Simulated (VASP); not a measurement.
# KCl (Fm-3m) in VASP: a series of runs, part 2 of 2

VASP 6.6.1. Earlier steps stand in the parts before.

## Step 4: Relaxation of cell and atoms, PBEsol, target pressure 3 GPa, at which the enthalpy is minimised

This run uses another cell than the first one, of 27.30 Å³/atom, 0.972 times its volume.

Contents of INCAR:

```
SYSTEM = KCl
ALGO = Normal ; EDIFF = 1E-7
EDIFFG = -0.15 ; ENCUT = 520
GGA = PS ; IBRION = 2
ISIF = 3 ; ISMEAR = 0
LASPH = .True. ; LCHARG = .False.
LREAL = .False. ; LWAVE = .False.
NELM = 60 ; NSW = 80
PREC = Accurate ; PSTRESS = 30.0
SIGMA = 0.1
```

Contents of KPOINTS:

```
k-points
0
Gamma
  12 12 12
  0 0 0
```

Contents of POSCAR:

```
KCl                                     
1.0
   -0.0000000000      3.0108886687      3.0108886687
    3.0108886687     -0.0000000000      3.0108886687
    3.0108886687      3.0108886687      0.0000000000
  K               Cl            
     1     1
Direct
     0.0000000000000000    1.0000000000000000    0.0000000000000000
     0.5000000000000000    0.5000000000000000    0.5000000000000000
```

Potentials or basis: VASP PAW PBE potentials, release 64 (K_sv, Cl).

Started as:

```console
cat potpaw_PBE.64/K_sv/POTCAR potpaw_PBE.64/Cl/POTCAR > POTCAR
mpirun -np 1 vasp_std > vasp.out
```

OUTCAR:

```text
SYSTEM = KCl
   EDIFF = 1E-7
   EDIFFG = -0.15
   ENCUT = 520
   GGA = PS
   IBRION = 2
   ISIF = 3
   ISMEAR = 0
   LASPH = .True.
   LREAL = .False.
   NELM = 60
   NSW = 80
   PREC = Accurate
   PSTRESS = 30.0

 ion  position               nearest neighbor table
   1  0.000  0.000  0.000-   2 3.01   2 3.01   2 3.01   2 3.01   2 3.01   2 3.01
   2  0.500  0.500  0.500-   1 3.01   1 3.01   1 3.01   1 3.01   1 3.01   1 3.01

  LATTYP: Found a face centered cubic cell.
 ALAT       =     6.0217773374

  Lattice vectors:
[... 551 lines left out ...]

  FORCE on cell =-STRESS in cart. coord.  units (eV):
  Direction    XX          YY          ZZ          XY          YZ          ZX
  --------------------------------------------------------------------------------------
  -------------------------------------------------------------------------------------
  Total        0.9276351      0.9276351      0.9276351      0.0000000      0.0000000      0.0000000
  in kB       27.2253637     27.2253637     27.2253637      0.0000000      0.0000000      0.0000000
  external PRESSURE =      -2.7746363 kB  Pullay stress =      30.0000000 kB

 VOLUME and BASIS-vectors are now :
 -----------------------------------------------------------------------------
  energy-cutoff  :      520.00
  volume of cell :       54.59
      direct lattice vectors                 reciprocal lattice vectors
     0.000000000  3.010888669  3.010888669    -0.166063928  0.166063928  0.166063928
     3.010888669  0.000000000  3.010888669     0.166063928 -0.166063928  0.166063928
     3.010888669  3.010888669  0.000000000     0.166063928  0.166063928 -0.166063928

 POSITION                                       TOTAL-FORCE (eV/Angst)
 -----------------------------------------------------------------------------------
      0.00000      0.00000      0.00000         0.000000      0.000000      0.000000
      3.01089      3.01089      3.01089        -0.000000     -0.000000     -0.000000
 -----------------------------------------------------------------------------------
    total drift:                                0.000000     -0.000000     -0.000000

  FREE ENERGIE OF THE ION-ELECTRON SYSTEM (eV)
  ---------------------------------------------------
  free  energy   TOTEN  =        -6.9727011048 eV

  energy  without entropy=       -6.9727011048  energy(sigma->0) =       -6.97270110

  enthalpy is  TOTEN    =        -5.9505272703 eV   P V=        1.0221738344

 reached required accuracy - stopping structural energy minimisation
```

OSZICAR:

```text
N       E                     dE             d eps       ncg     rms          rms(c)
DAV:   1     0.107861762153E+03    0.10786E+03   -0.75256E+03  1728   0.122E+03
DAV:   2    -0.135920765471E+01   -0.10922E+03   -0.10084E+03  2232   0.284E+02
DAV:   3    -0.701426583442E+01   -0.56551E+01   -0.56245E+01  2232   0.603E+01
DAV:   4    -0.719900139849E+01   -0.18474E+00   -0.18450E+00  2996   0.980E+00
DAV:   5    -0.720035149463E+01   -0.13501E-02   -0.13501E-02  2252   0.867E-01    0.413E+00
DAV:   6    -0.697577853537E+01    0.22457E+00   -0.42563E-01  2088   0.408E+00    0.333E+00
DAV:   7    -0.696365985447E+01    0.12119E-01   -0.10890E-01  2268   0.220E+00    0.182E+00
DAV:   8    -0.697194123047E+01   -0.82814E-02   -0.16414E-02  2428   0.117E+00    0.204E-01
DAV:   9    -0.697222744265E+01   -0.28621E-03   -0.63897E-04  2340   0.173E-01    0.922E-02
DAV:  10    -0.697269150988E+01   -0.46407E-03   -0.46321E-04  2072   0.168E-01    0.162E-02
DAV:  11    -0.697269853940E+01   -0.70295E-05   -0.12040E-05  2372   0.263E-02    0.104E-02
DAV:  12    -0.697270112713E+01   -0.25877E-05   -0.44390E-06  2156   0.162E-02    0.355E-03
DAV:  13    -0.697270110477E+01    0.22368E-07   -0.39734E-07  2264   0.531E-03
   1 F= -.59505273E+01 E0= -.59505273E+01  d E =-.595053E+01
```

Run time: 26 s. Hardware: 1 thread of Intel Xeon Platinum 8259CL at 2.50GHz (Skylake/Cascade Lake), shared host; peak memory 0.2 GiB.

Results:

* Free energy: -6.9727 eV
* Pressure after relaxing: 2.7 GPa
* Band gap on the k mesh: 5.48 eV, direct

Final structure:
```cif
data_structure
_symmetry_space_group_name_H-M 'P 1'
_symmetry_Int_Tables_number 1
_cell_length_a 4.2580
_cell_length_b 4.2580
_cell_length_c 4.2580
_cell_angle_alpha 60.000
_cell_angle_beta 60.000
_cell_angle_gamma 60.000
_cell_volume 54.59
loop_
_atom_site_label
_atom_site_type_symbol
_atom_site_fract_x
_atom_site_fract_y
_atom_site_fract_z
_atom_site_occupancy
K1 K 0.00000 0.00000 0.00000 1
Cl1 Cl 0.50000 0.50000 0.50000 1
```

Levels at points of the mesh, in eV from the valence-band top:
```tsv
k point	band 6	band 7	band 8	band 9	band 10	band 11
(0.00, 0.00, 0.00)	0.00	0.00	0.00	5.48	8.31	8.31
(0.50, 0.00, 0.00)	-1.35	-0.46	-0.46	7.78	8.98	10.89
(0.50, 0.50, 0.00)	-0.76	-0.25	-0.25	6.22	8.83	10.41
```

Caveat: the relaxation stopped at its first step, so nothing moved; the cell is relaxed towards a set pressure, so the enthalpy falls and the energy may rise; the PAW data sets were made with another functional, which shifts forces and pressure a little; the relaxation stopped at a loose force limit of 0.15 eV/Å, so its end isn't a converged minimum.

## Step 5: Relaxation of cell and atoms, PBEsol, target pressure 0.48 GPa, at which the enthalpy is minimised

Edit INCAR of step 4 so:

```diff
@@ -8,3 +8,3 @@
 NELM = 60 ; NSW = 80
-PREC = Accurate ; PSTRESS = 30.0
+PREC = Accurate ; PSTRESS = 4.8
 SIGMA = 0.1
```

KPOINTS is that of step 4.

Contents of POSCAR:

```
KCl                                     
1.0
    0.0000000000      3.0392394252      3.0392394252
    3.0392394252      0.0000000000      3.0392394252
    3.0392394252      3.0392394252      0.0000000000
  K               Cl            
     1     1
Direct
     0.0000000000000000    0.0000000000000000    0.0000000000000000
     0.5000000000000000    0.5000000000000000    0.5000000000000000
```

Started as:

```console
cat potpaw_PBE.64/K_sv/POTCAR potpaw_PBE.64/Cl/POTCAR > POTCAR
mpirun -np 1 vasp_std > vasp.out
```

Run time: 47 s. Hardware: 1 thread of Intel Xeon Platinum 8259CL at 2.50GHz (Skylake/Cascade Lake), shared host; peak memory 0.2 GiB.

Results (log left out):

| Property | Result |
| --- | --- |
| Free energy | -7.0136 eV |
| Relaxed volume | 29.09 Å³/atom |
| Relaxed cell | a = 4.350 Å, b = 4.350 Å, c = 4.350 Å, α = 60.00°, β = 60.00°, γ = 60.00° |
| Space group after relaxing (to 0.05 Å) | Fm-3m (No. 225) |
| Energy change on relaxing (the enthalpy is what falls) | -9.0 meV/atom |
| Ionic steps | 2 |
| Pressure after relaxing | 1.0 GPa |
| Band gap on the k mesh | 5.25 eV, direct |

Step by step:
| step | energy change (eV) | largest force (eV/Å) | pressure (GPa) | volume (Å³) |
| --- | --- | --- | --- | --- |
| 1 | 0.0000 | 0.0000 | 1.90 | 56.15 |
| 2 | -0.0181 | 0.0000 | 0.98 | 58.19 |

Final structure:
```yaml
crystal:
  lattice:
    - [0.00000, 3.07563, 3.07563]
    - [3.07563, 0.00000, 3.07563]
    - [3.07563, 3.07563, 0.00000]
  atoms:
    - { symbol: K, position: [0.00000, 0.00000, 0.00000] }
    - { symbol: Cl, position: [0.50000, 0.50000, 0.50000] }
```

Levels at points of the mesh, in eV from the valence-band top:
| k point | band 6 | band 7 | band 8 | band 9 | band 10 | band 11 |
| --- | --- | --- | --- | --- | --- | --- |
| (0.00, 0.00, 0.00) | 0.00 | 0.00 | 0.00 | 5.25 | 8.31 | 8.31 |
| (0.50, 0.00, 0.00) | -1.22 | -0.39 | -0.39 | 7.61 | 8.74 | 10.69 |
| (0.50, 0.50, 0.00) | -0.72 | -0.24 | -0.24 | 6.32 | 8.53 | 10.30 |

Caveat: the cell is relaxed towards a set pressure, so the enthalpy falls and the energy may rise; the PAW data sets were made with another functional, which shifts forces and pressure a little; the relaxation stopped at a loose force limit of 0.15 eV/Å, so its end isn't a converged minimum.

## Step 6: The runs side by side

```tsv
cell	target pressure	gap on the mesh (eV)	pressure (GPa)
relaxed to 1.2 GPa	1.2 GPa	5.37	1.9
relaxed to 3 GPa	3 GPa	5.48	2.7
relaxed to 0.48 GPa	0.48 GPa	5.25	1.0
```

Alike in all rows: task relaxation of cell and atoms; level PBEsol; potentials or basis VASP PAW PBE potentials, release 64 (K_sv, Cl); no spin polarisation; k mesh 12 × 12 × 12; cutoff (eV) 520; smearing gaussian 0.1 eV.

Caveats: the cell is relaxed towards a set pressure, so the enthalpy falls and the energy may rise; the PAW data sets were made with another functional, which shifts forces and pressure a little; the relaxation stopped at a loose force limit of 0.15 eV/Å, so its end isn't a converged minimum; the relaxation stopped at its first step, so nothing moved (some runs).

Absolute energies hang on the potentials; compare differences alone.
